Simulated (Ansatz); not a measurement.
Structure types of SnSe were relaxed at one common pressure (all-electron LAPW in Ansatz 0.2.0 under PBE, scalar-relativistic, no spin polarisation, zero temperature). They take these volumes:

```csv
type,space group,V (Å³/atom)
rocksalt,Fm-3m,17.29
CsCl,Pm-3m,15.74
zincblende,F-43m,20.43
distorted wurtzite,P6_3mc,16.27
distorted NiAs,P6_3/mmc,16.24
```

**Question.** At about which pressure, and is the densest type also the lowest in enthalpy?

**Answer.** 64 GPa. The densest is CsCl, and it is also the lowest in enthalpy among these.
